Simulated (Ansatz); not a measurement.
**Al$_{2}$Pt: frozen-core PAW against all-electron methods**

```yaml
crystal:
  lattice:
    - [0.00000, 2.95500, 2.95500]
    - [2.95500, 0.00000, 2.95500]
    - [2.95500, 2.95500, 0.00000]
  atoms:
    - { symbol: Al, position: [0.25000, 0.25000, 0.25000] }
    - { symbol: Al, position: [0.75000, 0.75000, 0.75000] }
    - { symbol: Pt, position: [0.00000, 0.00000, 0.00000] }
```

Atom numbers follow the list: Al1, Al2, Pt3.

The geometry is COD entry 9009032, unchecked; take it as a test cell.

No spin–orbit coupling, which matters for the heavy atoms here.

Methods: DFT, LDA, PAW with Ansatz's default frozen-core files, scalar-relativistic (Ansatz 0.2.0); DFT, LDA, all-electron LAPW, scalar-relativistic (Ansatz 0.2.0).

For PAW: a Γ-centred 12×12×12 k mesh, Fermi–Dirac smearing of 0.08 eV, cutoff 420 eV, no spin polarisation; the PAW files were made with PBE, and the program remakes their frozen cores for this functional. LAPW targets a basis error of 1 meV/atom. The Ansatz runs share mesh, smearing and spin set-up. Plane-wave (PAW) pressures include the program's estimate of the Pulay term.

Stress and pressure are positive in compression.

Levels count from the Fermi level.

PAW results:

```json
{"quantity": "pressure (GPa)", "PAW": "-3.93"}
{"quantity": "highest filled level at K (eV)", "PAW": "-0.615"}
{"quantity": "lowest empty level at K (eV)", "PAW": "3.249"}
{"quantity": "highest filled level at U (eV)", "PAW": "-0.615"}
{"quantity": "lowest empty level at U (eV)", "PAW": "3.249"}
{"quantity": "highest filled level at Γ (eV)", "PAW": "-3.724"}
{"quantity": "lowest empty level at Γ (eV)", "PAW": "2.805"}
```

What does all-electron LAPW give for the same quantities?


| quantity | LAPW |
| --- | --- |
| pressure (GPa) | -3.92 |
| highest filled level at K (eV) | -0.618 |
| lowest empty level at K (eV) | 3.252 |
| highest filled level at U (eV) | -0.618 |
| lowest empty level at U (eV) | 3.252 |
| highest filled level at Γ (eV) | -3.722 |
| lowest empty level at Γ (eV) | 2.794 |
